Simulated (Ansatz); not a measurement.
# GaN (F-43m) in Ansatz: further runs

Aim: see how the results for GaN move with the level of theory and the settings. Levels: PBE, RPBE+D4. Tasks: single point, relaxation of cell and atoms.

Everything below comes from runs of Ansatz 0.2.0. Logs are shortened: lines on timing, memory, paths and dates and some standing lists are left out, and cuts for length are marked.

**What was measured.**

From a printed reference work, textbook, for a bulk crystal of GaN at 0 K: band gap 3.299 eV (direct).

The results are compared with them further down.

### 1 Starting point

It takes space group F-43m (No. 216, cubic). The conventional cell has a = 4.507 Å, b = 4.507 Å, c = 4.507 Å, α = 90.00°, β = 90.00°, γ = 90.00°. Around Ga (site symmetry -43m) lie 4 N at 1.95 Å. N (site symmetry -43m) has 4 Ga at 1.95 Å as nearest neighbours.

The cell is a database's computed one.

### 2 Single point, PBE

Contents of input.yaml:

```yaml
crystal:
  lattice:
    - [0.0, 2.2535006075, 2.2535006075]
    - [2.2535006075, 0.0, 2.2535006075]
    - [2.2535006075, 2.2535006075, 0.0]
  atoms:
    - { symbol: Ga, position: [0.0, 0.0, 0.0] }
    - { symbol: "N", position: [0.25, 0.25, 0.25] }
kpoints:
  mp_grid: { grid: [10, 10, 10] }
scf:
  occupations: { method: gaussian, width: 0.016 }
hamiltonian:
  xc: pbe
  pseudopotentials: { kind: all_electron, lapw: { basis_error: 0.001 } }
output:
  forces: true
  stress: true
  eigenvalues: true
```

Potentials or basis: all-electron LAPW, scalar-relativistic.

Started as:

```bash
$ ansatz run input.yaml --threads 1 --pin off --max-ram 3072MiB --backend cpu --events-out ev --progress --plain --runs-dir out
```

The program printed:

```text
Warning: RAYON_NUM_THREADS=1 ignored (pool sized by the plan → 1); use --threads N
LAPW: plane waves up to 10.519 Å⁻¹, error target 1.0e-3 eV per atom; small_component_spin mean_spin; N in spheres of 0.857 Å, 7 of its electrons in bands, Dirac shells []; Ga in spheres of 1.095 Å, 21 of its electrons in bands, Dirac shells [] (how accurate: hamiltonian.pseudopotentials.lapw.basis_error, Limitations)
Engine: ansatz 0.2.0, x86_64-unknown-linux-gnu
Pseudopotentials: kind: all_electron
Pseudopotential: Ga, LAPW, valence charge 21, lapw/all_electron/scalar/gaussian/Ga, Koelling and Harmon's equation, gaussian nucleus
Pseudopotential: N, LAPW, valence charge 7, lapw/all_electron/scalar/gaussian/N, Koelling and Harmon's equation, gaussian nucleus
Functional definition: PBE
  parameter kappa = 0.804
  parameter beta = 0.06672455060314922
  exchange = pbe_x(kappa = kappa, mu = beta*pi^2/3)
  correlation = pbe_c(beta = beta)
Crystal: 2 atoms, lattice volume = 22.888 Å³
Basis set: ecut = 421.5492411671274 eV, 459 PW (Γ), exchange–correlation at level 2
Bands: 18, of which v1, the nominal top of the filled ones, is band 14 counted from 1 (13 counted from 0)
Symmetry: 24 space group operations
Space group: F-43m (ITA 216), of the structure as read, at distance tolerance 2.8e-5 Å
k-points: 47 of 1000 (time reversal used)
Non-local potential: Ga, projectors of the file, none
Non-local potential: N, projectors of the file, none
Initial density: superposition of atomic densities (chi_scale 0.1, normalization cell, long waves kept (reshape's long-wave potential 0.00 eV rms))
Initial wavefunctions: plane waves of lowest kinetic energy (no species holds an atomic orbital)
Functional: x = pbe(κ = 0.804, μ = 0.2195149727645171), c = pbe(β = 0.06672455060314922)
iter 1 solved again at ethr=1.89e-2 eV; its pass at ethr=1.00e-1 eV (dr2=5.29e0 eV) is discarded
SCF iter   1: F=—  HF=-54392.852122 eV  |F-HF|=—  |Δ(HF+E_count)|=         —  Δρ=1.36e-1  dr2=5.29e0  ethr=1.89e-2  ⟨swp⟩=2.0  Hψ=5518  notcnv=0
preconditioner: auto → none  [insulator: Δε(μ)=3.174 eV  Ē_g=18.314 eV  σ=0.016 eV  W_gap=1.00  n_scr=14 (ndim 8)  ℏωp=32.9 eV  f_vac=0.000  D(μ)=0.00/eV (n_scr^D=0)  ε∞_Penn≈4.2]
SCF iter   2: F=—  HF=-54391.349361 eV  |F-HF|=—  |Δ(HF+E_count)|=    1.50e0  Δρ=5.85e-2  dr2=6.66e-1  ethr=1.89e-2  ⟨swp⟩=3.0  Hψ=2677  notcnv=0
iter 3 solved again at ethr=1.43e-4 eV; its pass at ethr=2.38e-3 eV (dr2=4.00e-2 eV) is discarded
SCF iter   3: F=—  HF=-54390.863247 eV  |F-HF|=—  |Δ(HF+E_count)|=   4.86e-1  Δρ=1.50e-2  dr2=4.01e-2  ethr=1.43e-4  ⟨swp⟩=2.0  Hψ=4516  notcnv=0
SCF iter   4: F=—  HF=-54390.864431 eV  |F-HF|=—  |Δ(HF+E_count)|=         —  Δρ=2.66e-3  dr2=1.73e-3  ethr=1.43e-4  ⟨swp⟩=2.3  Hψ=2559  notcnv=0
the basis was enlarged: its passes take 186.8 KiB over the memory plan, 1 of 1 planned eigensolver slots
SCF iter   5: F=—  HF=-54390.858990 eV  |F-HF|=—  |Δ(HF+E_count)|=   5.44e-3  Δρ=4.53e-4  dr2=4.42e-5  ethr=6.20e-6  ⟨swp⟩=2.8  Hψ=2593  notcnv=0
SCF iter   6: F=—  HF=-54390.858915 eV  |F-HF|=—  |Δ(HF+E_count)|=   7.53e-5  Δρ=2.39e-4  dr2=5.21e-6  ethr=1.58e-7  ⟨swp⟩=3.0  Hψ=2487  notcnv=0
SCF iter   7: F=—  HF=-54390.858919 eV  |F-HF|=—  |Δ(HF+E_count)|=   4.20e-6  Δρ=4.31e-5  dr2=1.96e-7  ethr=1.86e-8  ⟨swp⟩=3.0  Hψ=2453  notcnv=0
SCF iter   8: F=-54390.858920 eV  HF=-54390.858920 eV  |F-HF|=2.47e-9  |Δ(HF+E_count)|=   2.06e-7  Δρ=3.41e-6  dr2=1.56e-9  ethr=7.00e-10  ⟨swp⟩=3.0  Hψ=2483  notcnv=0
SCF 1 converged in 8 iterations: F = -54390.858920 eV  dr2 = 1.56e-9
SCF converged after 8 iterations
Free energy (F): -54390.858920 eV
Harris-Foulkes:  -54390.858920 eV  (|F-HF|=2.47e-9)
Internal energy: -54390.858920 eV  (E = F + TS)
E sigma→0 (E₀):  -54390.858920 eV
Fermi energy:    12.267823 eV
--- Per-component energies (eV) ---
  E_band       = -1451.228500
  E_kinetic    = 55428.848810
  E_xc         = -2248.781888
  E_electrostatic = -107570.925842  (all electrons and nuclei)
  E_smearing   = -0.000000  (= −TS)
  E_closure    = 0.000000  (closes the sum)
  E_atoms      = -54378.687074  (free atoms, spherical and without spin; not in F)
  Σ components = -54390.858920   (vs F -54390.858920, Δ=0.00e0)
  Basis errors (estimates in eV, not in F): energy 4.5e-4 per atom: plane waves 4.0e-4 (2.4e-4 summed), levels above the bands 0.0e0, relativity 6.3e-8, radial functions 4.5e-5, core shells 2.3e-10; eigenvalues (radial functions only) 1.0e-5; not estimated: angular momenta, meshes, grids; target (lapw.basis_error) 1.0e-3; muffin-tin radii N 0.857 Å, Ga 1.095 Å
--- Forces (eV/Å), atoms counted from 1 ---
  atom   1  Ga    -0.00000000     0.00000000    -0.00000000
  atom   2  N      0.00000000    -0.00000000     0.00000000
  max |Σ_I F_I| component: 4.16e-17 eV/Å
--- Stress (GPa, compression-positive) ---
        4.934186       0.000000       0.000000
        0.000000       4.934186       0.000000
        0.000000       0.000000       4.934186
  P = ⅓ Tr σ = 4.9342 GPa (49.342 kbar)
--- Band table (eV; the first three rows and the last of 47) ---
  k-point 0: bands = ["-363.7358", "-130.6402", "-81.3840", "-81.3840", "-81.3840", "-4.5284", "-2.0914", "-2.0914", "-2.0914", "-1.7760", "-1.7760", "11.4006", "11.4006", "11.4006", "13.1348", "21.7147", "21.7147", "21.7147"]
  k-point 1: bands = ["-363.7358", "-130.6402", "-81.3841", "-81.3840", "-81.3840", "-4.4194", "-2.0779", "-2.0779", "-2.0515", "-1.7772", "-1.7772", "10.3033", "11.2942", "11.2942", "13.9909", "21.2166", "21.8779", "21.8779"]
  k-point 2: bands = ["-363.7358", "-130.6402", "-81.3845", "-81.3841", "-81.3841", "-4.1464", "-2.0466", "-2.0466", "-1.8847", "-1.7759", "-1.7759", "8.4943", "11.0325", "11.0325", "15.0707", "20.4370", "22.1391", "22.1391"]
  k-point 46: bands = ["-363.7358", "-130.6401", "-81.3851", "-81.3848", "-81.3846", "-3.4768", "-1.9521", "-1.9076", "-1.7777", "-1.7487", "0.1787", "5.6540", "7.8146", "7.8444", "17.2304", "19.6041", "22.1305", "22.5932"]
```

Run time: 20 s. Hardware: 1 thread of Intel Xeon at 2.70GHz, shared host; peak memory 0.32 GiB.

Results:

- Free energy: -54390.8589 eV
- Pressure: 4.9 GPa
- Band gap on the k mesh: 1.73 eV, direct

Levels at points of the mesh, in eV from the valence-band top:
| k point | band 12 | band 13 | band 14 | band 15 | band 16 | band 17 |
| --- | --- | --- | --- | --- | --- | --- |
| (0.00, 0.00, 0.00) | 0.00 | 0.00 | 0.00 | 1.73 | 10.31 | 10.31 |
| (0.00, 0.00, -0.50) | -7.03 | -0.97 | -0.97 | 4.65 | 8.73 | 10.36 |
| (0.00, -0.50, -0.50) | -6.12 | -2.70 | -2.70 | 3.36 | 6.67 | 11.71 |

### 3 Single point, PBE

input.yaml: that of step 2 with these lines changed.

```diff
@@ -11,3 +11,3 @@
 scf:
-  occupations: { method: gaussian, width: 0.016 }
+  occupations: { method: gaussian, width: 0.029 }
 hamiltonian:
```

Potentials or basis: all-electron LAPW, scalar-relativistic.

Started as:

```bash
$ ansatz run input.yaml --threads 1 --pin off --max-ram 3072MiB --backend cpu --events-out ev --progress --plain --runs-dir out
```

The program printed:

```text
Warning: RAYON_NUM_THREADS=1 ignored (pool sized by the plan → 1); use --threads N
LAPW: plane waves up to 10.519 Å⁻¹, error target 1.0e-3 eV per atom; small_component_spin mean_spin; N in spheres of 0.857 Å, 7 of its electrons in bands, Dirac shells []; Ga in spheres of 1.095 Å, 21 of its electrons in bands, Dirac shells [] (how accurate: hamiltonian.pseudopotentials.lapw.basis_error, Limitations)
[... 9 set-up lines as earlier in the session ...]
Crystal: 2 atoms, lattice volume = 22.888 Å³
Basis set: ecut = 421.5492411671274 eV, 459 PW (Γ), exchange–correlation at level 2
Bands: 18, of which v1, the nominal top of the filled ones, is band 14 counted from 1 (13 counted from 0)
[... 2 set-up lines as earlier in the session ...]
k-points: 47 of 1000 (time reversal used)
[... 5 set-up lines as earlier in the session ...]
iter 1 solved again at ethr=1.89e-2 eV; its pass at ethr=1.00e-1 eV (dr2=5.29e0 eV) is discarded
SCF iter   1: F=—  HF=-54392.852122 eV  |F-HF|=—  |Δ(HF+E_count)|=         —  Δρ=1.36e-1  dr2=5.29e0  ethr=1.89e-2  ⟨swp⟩=2.0  Hψ=5518  notcnv=0
preconditioner: auto → none  [insulator: Δε(μ)=3.174 eV  Ē_g=18.314 eV  σ=0.029 eV  W_gap=1.00  n_scr=14 (ndim 8)  ℏωp=32.9 eV  f_vac=0.000  D(μ)=0.00/eV (n_scr^D=0)  ε∞_Penn≈4.2]
SCF iter   2: F=—  HF=-54391.349361 eV  |F-HF|=—  |Δ(HF+E_count)|=    1.50e0  Δρ=5.85e-2  dr2=6.66e-1  ethr=1.89e-2  ⟨swp⟩=3.0  Hψ=2677  notcnv=0
iter 3 solved again at ethr=1.43e-4 eV; its pass at ethr=2.38e-3 eV (dr2=4.00e-2 eV) is discarded
SCF iter   3: F=—  HF=-54390.863247 eV  |F-HF|=—  |Δ(HF+E_count)|=   4.86e-1  Δρ=1.50e-2  dr2=4.01e-2  ethr=1.43e-4  ⟨swp⟩=2.0  Hψ=4506  notcnv=0
SCF iter   4: F=—  HF=-54390.864431 eV  |F-HF|=—  |Δ(HF+E_count)|=         —  Δρ=2.66e-3  dr2=1.73e-3  ethr=1.43e-4  ⟨swp⟩=2.0  Hψ=2538  notcnv=0
the basis was enlarged: its passes take 186.8 KiB over the memory plan, 1 of 1 planned eigensolver slots
SCF iter   5: F=—  HF=-54390.858991 eV  |F-HF|=—  |Δ(HF+E_count)|=   5.44e-3  Δρ=4.53e-4  dr2=4.43e-5  ethr=6.20e-6  ⟨swp⟩=2.8  Hψ=2442  notcnv=0
SCF iter   6: F=—  HF=-54390.858915 eV  |F-HF|=—  |Δ(HF+E_count)|=   7.53e-5  Δρ=2.39e-4  dr2=5.21e-6  ethr=1.58e-7  ⟨swp⟩=3.0  Hψ=2487  notcnv=0
SCF iter   7: F=—  HF=-54390.858919 eV  |F-HF|=—  |Δ(HF+E_count)|=   4.17e-6  Δρ=4.31e-5  dr2=1.96e-7  ethr=1.86e-8  ⟨swp⟩=3.0  Hψ=2453  notcnv=0
SCF iter   8: F=-54390.858920 eV  HF=-54390.858920 eV  |F-HF|=2.43e-9  |Δ(HF+E_count)|=   2.06e-7  Δρ=3.41e-6  dr2=1.57e-9  ethr=7.00e-10  ⟨swp⟩=3.0  Hψ=2483  notcnv=0
SCF 1 converged in 8 iterations: F = -54390.858920 eV  dr2 = 1.57e-9
SCF converged after 8 iterations
Free energy (F): -54390.858920 eV
Harris-Foulkes:  -54390.858920 eV  (|F-HF|=2.43e-9)
Internal energy: -54390.858920 eV  (E = F + TS)
E sigma→0 (E₀):  -54390.858920 eV
Fermi energy:    12.268008 eV
--- Per-component energies (eV) ---
  E_band       = -1451.228499
  E_kinetic    = 55428.848805
  E_xc         = -2248.781887
  E_electrostatic = -107570.925837  (all electrons and nuclei)
  E_smearing   = -0.000000  (= −TS)
  E_closure    = 0.000000  (closes the sum)
  E_atoms      = -54378.687074  (free atoms, spherical and without spin; not in F)
  Σ components = -54390.858920   (vs F -54390.858920, Δ=0.00e0)
  Basis errors (estimates in eV, not in F): energy 4.5e-4 per atom: plane waves 4.0e-4 (2.4e-4 summed), levels above the bands 0.0e0, relativity 6.3e-8, radial functions 4.5e-5, core shells 2.3e-10; eigenvalues (radial functions only) 1.0e-5; not estimated: angular momenta, meshes, grids; target (lapw.basis_error) 1.0e-3; muffin-tin radii N 0.857 Å, Ga 1.095 Å
--- Forces (eV/Å), atoms counted from 1 ---
  atom   1  Ga    -0.00000000     0.00000000     0.00000000
  atom   2  N      0.00000000    -0.00000000    -0.00000000
  max |Σ_I F_I| component: 3.24e-17 eV/Å
--- Stress (GPa, compression-positive) ---
        4.934186       0.000000      -0.000000
        0.000000       4.934186       0.000000
       -0.000000       0.000000       4.934186
  P = ⅓ Tr σ = 4.9342 GPa (49.342 kbar)
--- Band table (eV; the first three rows and the last of 47) ---
  k-point 0: bands = ["-363.7358", "-130.6402", "-81.3840", "-81.3840", "-81.3840", "-4.5284", "-2.0914", "-2.0914", "-2.0914", "-1.7760", "-1.7760", "11.4006", "11.4006", "11.4006", "13.1348", "21.7147", "21.7147", "21.7147"]
  k-point 1: bands = ["-363.7358", "-130.6402", "-81.3841", "-81.3840", "-81.3840", "-4.4194", "-2.0779", "-2.0779", "-2.0515", "-1.7772", "-1.7772", "10.3033", "11.2942", "11.2942", "13.9909", "21.2166", "21.8779", "21.8779"]
  k-point 2: bands = ["-363.7358", "-130.6402", "-81.3845", "-81.3841", "-81.3841", "-4.1464", "-2.0466", "-2.0466", "-1.8847", "-1.7759", "-1.7759", "8.4943", "11.0325", "11.0325", "15.0707", "20.4370", "22.1391", "22.1391"]
  k-point 46: bands = ["-363.7358", "-130.6401", "-81.3851", "-81.3848", "-81.3846", "-3.4768", "-1.9521", "-1.9076", "-1.7777", "-1.7487", "0.1787", "5.6540", "7.8146", "7.8444", "17.2304", "19.6041", "22.1305", "22.5932"]
```

Run time: 16 s. Hardware: 1 thread of Intel Xeon at 2.70GHz, shared host; peak memory 0.32 GiB.

What came out:

* Free energy: -54390.8589 eV
* Pressure: 4.9 GPa
* Band gap on the k mesh: 1.73 eV, direct

Levels at points of the mesh, in eV from the valence-band top:
```
             k point  band 10  band 11  band 12  band 13  band 14  band 15  band 16  band 17  band 18
  (0.00, 0.00, 0.00)   -13.18   -13.18     0.00     0.00     0.00     1.73    10.31    10.31    10.31
 (0.00, 0.00, -0.50)   -13.13   -11.91    -7.03    -0.97    -0.97     4.65     8.73    10.36    10.36
(0.00, -0.50, -0.50)   -13.10   -11.48    -6.12    -2.70    -2.70     3.36     6.67    11.71    13.96
```

### 4 Relaxation of cell and atoms, RPBE+D4

input.yaml: that of step 3 with these lines changed.

```diff
@@ -11,5 +11,6 @@
 scf:
-  occupations: { method: gaussian, width: 0.029 }
+  occupations: { method: fermi_dirac, width: 0.05 }
 hamiltonian:
-  xc: pbe
+  xc: rpbe
+  dispersion: d4
   pseudopotentials: { kind: all_electron, lapw: { basis_error: 0.001 } }
@@ -18,2 +19,5 @@
   stress: true
-  eigenvalues: true
+relax:
+  f_tol: 0.02
+  max_steps: 60
+  cell: {}
```

Potentials or basis: all-electron LAPW, scalar-relativistic.

Started as:

```bash
$ ansatz run input.yaml --threads 1 --pin off --max-ram 3072MiB --backend cpu --events-out ev --progress --plain --runs-dir out
```

The program printed:

```text
Warning: RAYON_NUM_THREADS=1 ignored (pool sized by the plan → 1); use --threads N
The last accepted step is kept in <dir> (removed where the run ends without a failure and the disk answers)
LAPW: plane waves up to 10.863 Å⁻¹, error target 1.0e-3 eV per atom; small_component_spin mean_spin; N in spheres of 0.828 Å, 7 of its electrons in bands, Dirac shells []; Ga in spheres of 1.065 Å, 21 of its electrons in bands, Dirac shells [] (how accurate: hamiltonian.pseudopotentials.lapw.basis_error, Limitations)
[... 4 set-up lines as earlier in the session ...]
Functional definition: RPBE
[... 2 set-up lines as earlier in the session ...]
  exchange = rpbe_x(kappa = kappa, mu = beta*pi^2/3)
[... 1 set-up line as earlier in the session ...]
Crystal: 2 atoms, lattice volume = 22.888 Å³
Basis set: ecut = 449.6235071987361 eV, 531 PW (Γ), exchange–correlation at level 2
Bands: 18, of which v1, the nominal top of the filled ones, is band 14 counted from 1 (13 counted from 0)
[... 2 set-up lines as earlier in the session ...]
k-points: 47 of 1000 (time reversal used)
[... 4 set-up lines as earlier in the session ...]
Functional: x = rpbe, c = pbe(β = 0.06672455060314922)
iter 1 solved again at ethr=1.99e-2 eV; its pass at ethr=1.00e-1 eV (dr2=5.58e0 eV) is discarded
[... 53 lines left out ...]
SCF converged after 2 iterations
Free energy (F): -54399.507404 eV
Harris-Foulkes:  -54399.507404 eV  (|F-HF|=2.29e-9)
Internal energy: -54399.507404 eV  (E = F + TS)
E sigma→0 (E₀):  -54399.507404 eV
Fermi energy:    12.852813 eV
--- Per-component energies (eV) ---
  E_band       = -1440.433997
  E_kinetic    = 55439.476699
  E_xc         = -2256.627366
  E_electrostatic = -107580.710652  (all electrons and nuclei)
  E_disp       = -1.646086  (pairwise vdW)
  E_smearing   = -0.000000  (= −TS)
  E_closure    = 0.000000  (closes the sum)
  E_atoms      = -54386.555854  (free atoms, spherical and without spin; not in F)
  Σ components = -54399.507404   (vs F -54399.507404, Δ=0.00e0)
  Basis errors (estimates in eV, not in F): energy 4.5e-4 per atom: plane waves 4.1e-4 (2.4e-4 summed), levels above the bands 9.6e-85, relativity 1.3e-7, radial functions 4.5e-5, core shells 7.4e-10; eigenvalues (radial functions only) 5.3e-6; not estimated: angular momenta, meshes, grids; target (lapw.basis_error) 1.0e-3; muffin-tin radii N 0.823 Å, Ga 1.058 Å
--- Forces (eV/Å), atoms counted from 1 ---
  atom   1  Ga     0.00000000     0.00000000     0.00000000
  atom   2  N     -0.00000000    -0.00000000    -0.00000000
  max |Σ_I F_I| component: 1.85e-17 eV/Å
--- Stress (GPa, compression-positive) ---
       -0.000327       0.000000       0.000000
        0.000000      -0.000327       0.000000
        0.000000       0.000000      -0.000327
  P = ⅓ Tr σ = -0.0003 GPa (-0.003 kbar)
--- Relaxed structure (4 steps of the walk, 4 accepted, 1 SCFs on fresh bases) ---
  F+E_penalty+E_count = -54399.50740433 eV   max|allowed force component| = 2.891e-17 eV/Å   (the final SCF, on the basis selected at the relaxed cell)
  cell:  # Å, volume = 22.4591 Å³
    - [-5.413832784951564e-34, 2.239344217163244, 2.239344217163244]
    - [2.239344217163244, 1.267473793182778e-33, 2.239344217163244]
    - [2.239344217163244, 2.239344217163244, 7.515673748520995e-34]
  atoms:
    - { symbol: Ga, position: [-1.7671445848171092e-34, 1.259702562980458e-34, 1.2686050545916275e-34] }
    - { symbol: N, position: [0.25, 0.25, 0.25] }
```

Run time: 55 s. Hardware: 1 thread of Intel Xeon at 2.70GHz, shared host; peak memory 0.35 GiB.

What came out:

* Free energy: -54399.5074 eV
* Relaxed volume: 11.23 Å³/atom
* Relaxed cell: a = 3.167 Å, b = 3.167 Å, c = 3.167 Å, α = 60.00°, β = 60.00°, γ = 60.00°
* Space group after relaxing (to 0.05 Å): F-43m (No. 216)
* Energy gained by relaxing: 2.3 meV/atom
* Ionic steps: 5
* Pressure after relaxing: 0.0 GPa
* Band gap on the k mesh: 1.90 eV

Step by step:
```csv
step,energy change (eV),largest force (eV/Å),volume (Å³)
1,0.0000,0.0000,22.89
2,-0.0037,0.0000,22.65
3,-0.0046,0.0000,22.45
4,-0.0046,0.0000,22.46
5,-0.0046,0.0000,22.46
```

Final structure:
```xyz
2
Lattice="0.0000 2.2393 2.2393 2.2393 0.0000 2.2393 2.2393 2.2393 0.0000" Properties=species:S:1:pos:R:3 pbc="T T T"
Ga    0.0000    0.0000    0.0000
N     1.1197    1.1197    1.1197
```

A k mesh can miss the band edges.

### 5 The runs side by side

| task | level | cell | cutoff (eV) | smearing | gap on the mesh (eV) | pressure (GPa) |
| --- | --- | --- | --- | --- | --- | --- |
| single point | PBE | as given | 422 | gaussian 0.016 eV | 1.73 | 4.9 |
| single point | PBE | as given | 422 | gaussian 0.029 eV | 1.73 | 4.9 |
| relaxation of cell and atoms | RPBE+D4 | relaxed | - | fermi-dirac 0.05 eV | 1.90 | 0.0 |

Alike in all rows: potentials or basis all-electron LAPW, scalar-relativistic; no spin polarisation; k mesh 10 × 10 × 10; basis error allowed 0.001 eV/atom.

Compare energies only between runs with the same functional and basis.

### 6 Comparison with measurements

Step 2. Measured gap of GaN: 3.299 eV (direct; 0 K; a printed reference work, textbook). This calculation gives 1.73 eV (-1.56 eV). Spin-orbit coupling on Ga is left out. The value is that of PBE, without temperature or zero-point motion. Semilocal functionals fall short of measured gaps as a rule. The cell is a database's relaxed one, not the measured one, which moves gaps too.

Step 3. Against the measured gap of GaN, 3.299 eV (direct; 0 K; a printed reference work, textbook), the calculated 1.73 eV is off by -1.56 eV. Spin-orbit coupling on Ga is left out. The value is that of PBE, without temperature or zero-point motion. Semilocal functionals fall short of measured gaps as a rule. The cell is a database's relaxed one, not the measured one, which moves gaps too.
